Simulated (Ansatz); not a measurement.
# SnO2, space group R-3m: a relaxation of cell and ions

Program: Ansatz's Python interface.

`sno2.extxyz`
```text
3
Lattice="1.61709308 0.93362912 4.80059258 -1.61709308 0.93362912 4.80059258 0.0 -1.86725824 4.80059258" Properties=species:S:1:pos:R:3 pbc="T T T"
Sn    0.00000000    0.00000000    7.20088888
O    -0.00000000   -0.00000000    3.41566963
O    -0.00000000    0.00000000   10.98610812
```

Interactive session:
```pycon
>>> import json
>>> import ansatz
>>> from ase import Atoms
>>> from ase.data import atomic_numbers
>>> from ase.io import write
>>> import matplotlib.pyplot as plt
>>> import numpy as np
>>> import spglib
>>> FUNCTIONAL = "PBEsol"
>>> FMAX = 0.05
>>> def edges_and_angles(cell):
...     cell = np.asarray(cell)
...     a, b, c = np.linalg.norm(cell, axis=1)
...     cosines = cell[1] @ cell[2] / (b * c), cell[0] @ cell[2] / (a * c), cell[0] @ cell[1] / (a * b)
...     return (a, b, c, *np.degrees(np.arccos(cosines)))
...
>>> crystal = ansatz.Crystal.from_extxyz("sno2.extxyz")
>>> crystal.resolved().tree()["lattice"]
((1.61709308, 0.93362912, 4.80059258), (-1.61709308, 0.93362912, 4.80059258), (0.0, -1.86725824, 4.80059258))
>>> # part of the cell is held
>>> job = crystal.calculation()
>>> job = job.basis(41 * ansatz.Ry)
>>> job = job.pseudopotentials("paw")
>>> job = job.occupations(ansatz.OccupationsMethod.FIXED)
>>> job = job.kpoints(8)
>>> job = job.functional(FUNCTIONAL)
>>> job = job.relax(force_tolerance=FMAX, max_steps=60, fix_cell=["a", "angles"]).density_of_states(energy_step=0.1, method="tetrahedron", nscf_kmesh_spacing=0.24)
>>> job = job.band_table()
>>> result = job.run(events_out="events.ndjson")
DeckWarning: crystal.symmetry: narrowed to the stabiliser of the fixed cell quantities (relax.cell.fix) — unitary ops 12 → 4. The narrowing is safe, since a smaller group never makes results wrong: the run goes on under it, on as many k-points as the starting group would need, or more. Excluded: 8 operations that [...]
>>> with open("events.ndjson") as stream:
...     events = [json.loads(line) for line in stream]
...
>>> steps = [e["data"] for e in events if e["event"] == "relax_step"]
>>> r = result.report
>>> r["mixing_algorithm"], r["preconditioner"], r["eigensolver"]
('MSR1', 'none', 'band_cg')
>>> r["published_state_doubts"]
[]
>>> for s in steps:
...     flag = "" if s["accepted"] else "  (rejected)"
...     print("step %2d  E = %.5f eV  largest force component = %.4f eV/A%s" % (s["step"], s["lagrangian_ev"], s["allowed_force_max_ev_ang"], flag))
...
step  1  E = -7071.01734 eV  largest force component = 0.3980 eV/A
step  2  E = -7071.03965 eV  largest force component = 0.0355 eV/A
step  3  E = -7071.04062 eV  largest force component = 0.0137 eV/A
step  4  E = -7071.04048 eV  largest force component = 0.0137 eV/A
>>> first, last = steps[0], steps[-1]
>>> symbols = [site.symbol for site in result.lattice.sites]
>>> print(f"energy gained {first['lagrangian_ev'] - last['lagrangian_ev']:.4f} eV in {len(steps) - 1} steps")
energy gained 0.0231 eV in 3 steps
>>> for label, vectors in (("before", first["cell_ang"]), ("after", result.lattice.cell_ang)):
...     print(label, "a b c (A) {:.4f} {:.4f} {:.4f}  angles {:.2f} {:.2f} {:.2f}".format(*edges_and_angles(vectors)), f" V = {abs(np.linalg.det(vectors)):.3f} A^3")
...
before a b c (A) 5.1510 5.1510 5.1510  angles 36.59 36.59 36.59  V = 43.487 A^3
after a b c (A) 5.1510 5.0744 5.0744  angles 36.59 36.59 36.59  V = 42.204 A^3
>>> print("final stress xx yy zz (GPa, compression positive):", np.round(np.diag(r["stress_gpa"]), 3) + 0.0)
final stress xx yy zz (GPa, compression positive): [-0.84   0.095 -0.698]
>>> fractions = [site.position_frac for site in result.lattice.sites]
>>> numbers = [atomic_numbers[s] for s in symbols]
>>> for tolerance in (1e-3, 1e-2, 1e-1):
...     print(f"space group at {tolerance} A:", spglib.get_spacegroup((result.lattice.cell_ang, fractions, numbers), symprec=tolerance))
...
space group at 0.001 A: C2/m (12)
space group at 0.01 A: C2/m (12)
space group at 0.1 A: C2/m (12)
>>> print("relaxed fractional positions")
relaxed fractional positions
>>> for site in result.lattice.sites:
...     print(f"  {site.symbol:2s}", " ".join(f"{v % 1:8.5f}" for v in np.round(site.position_frac, 5)))
...
  Sn  0.50000  0.50000  0.50000
  O   0.22648  0.24195  0.24195
  O   0.77352  0.75805  0.75805
>>> relaxed = Atoms(symbols, positions=[site.position_ang for site in result.lattice.sites], cell=result.lattice.cell_ang, pbc=True)
>>> write("relaxed.cif", relaxed, format="cif")
>>> print("atom   start x y z (A)              end x y z (A)")
atom   start x y z (A)              end x y z (A)
>>> for symbol, a, b in zip(symbols, first["positions_ang"], last["positions_ang"]):
...     print(f"{symbol:3s}", " ".join(f"{v:8.4f}" for v in a), "  ", " ".join(f"{v:8.4f}" for v in b))
...
Sn    0.0000  -0.0000   7.2009      0.0852   0.0492   7.1289
O     0.0000  -0.0000   3.4157      0.0155   0.0089   3.3757
O     0.0000  -0.0000  10.9861      0.1550   0.0895  10.8821
>>> print(f"free energy      {r['free_energy_ev']:.5f} eV")
free energy      -7071.04048 eV
>>> print(f"per atom         {r['free_energy_ev'] / len(result.lattice.sites):.5f} eV")
per atom         -2357.01349 eV
>>> print(f"SCF iterations   {r['n_iterations']}  (converged: {r['converged']})")
SCF iterations   5  (converged: True)
>>> dos = result.density_of_states()
>>> energy = np.asarray(dos.energies_ev) - dos.fermi_ev
>>> top = min(levels[-1] for levels in r["eigenvalues_ev"]) - dos.fermi_ev  # the computed bands end here
>>> fig, ax = plt.subplots(figsize=(5, 3.2))
>>> for spin, channel in enumerate(dos.channels):
...     ax.plot(energy, (-1) ** spin * np.asarray(channel.g_bin_mean_per_ev), lw=1)
...
[<matplotlib.lines.Line2D object at 0x...>]
>>> ax.axvline(0, color="k", ls=":")
<matplotlib.lines.Line2D object at 0x...>
>>> ax.set(xlim=(-8, min(4, top)), xlabel="E - E_F (eV)", ylabel="states/eV", title="SnO2")
[(-8.0, 4.0), Text(0.5, 0, 'E - E_F (eV)'), Text(0, 0.5, 'states/eV'), Text(0.5, 1.0, 'SnO2')]
>>> fig.tight_layout()
>>> fig.savefig("dos.png", dpi=100)
>>> print("states below E_F:", round(float(np.interp(0.0, energy, dos.spin_summed_integrated)), 3))
states below E_F: 25.943
```

`relaxed.cif`, as written:
```cif
data_image0
_chemical_formula_structural       SnO2
_chemical_formula_sum              "Sn1 O2"
_cell_length_a       5.150955491249263
_cell_length_b       5.074427336753891
_cell_length_c       5.0744273367538915
_cell_angle_alpha    36.59371825866527
_cell_angle_beta     36.593718258665284
_cell_angle_gamma    36.593718258665305

_space_group_name_H-M_alt    "P 1"
_space_group_IT_number       1

loop_
  _space_group_symop_operation_xyz
  'x, y, z'

loop_
  _atom_site_type_symbol
  _atom_site_label
  _atom_site_symmetry_multiplicity
  _atom_site_fract_x
  _atom_site_fract_y
  _atom_site_fract_z
  _atom_site_occupancy
  Sn  Sn1       1.0  0.49999999999999994  0.5000000000000001  0.4999999999999999  1.0000
  O   O1        1.0  0.2264803142059423  0.24194824657923367  0.24194824657923358  1.0000
  O   O2        1.0  0.7735196857940578  0.7580517534207666  0.7580517534207661  1.0000
```

Notes:
- Total energies depend on the potentials; only differences at equal settings carry meaning.
- Semilocal gaps usually lie well under measured ones.
- Part of the cell is held or a pressure is applied, so the end point needn't be the zero-pressure lattice.
- The count of states below the Fermi level is interpolated on the energy grid.
- With fixed filling the reported Fermi level is the top filled level among the k-points of the SCF.
- Energies along a relaxation are free energies. Rows at an unchanged volume are solved on a plane-wave basis chosen afresh for that cell, so the energy can jump there; the script counts such rows among its steps.
- Edges and angles are those of the cell as typed, here a primitive one, not of the conventional cell.
- The cell relaxed to the group C2/m; tensors and edges are in the axes of the typed cell.
- The crystal has a gap of about 2.06 eV on the mesh; bins of finite width blur the band edges.
- This cell is a computed structure, which may not be the phase found in nature.
- Warnings are shown shortened and without file and line.
- The density of states is complete only as far up as bands were computed.
- The whole script took 46 s on 1 thread of Arm Neoverse V1, on a shared host, peak memory 0.58 GiB.
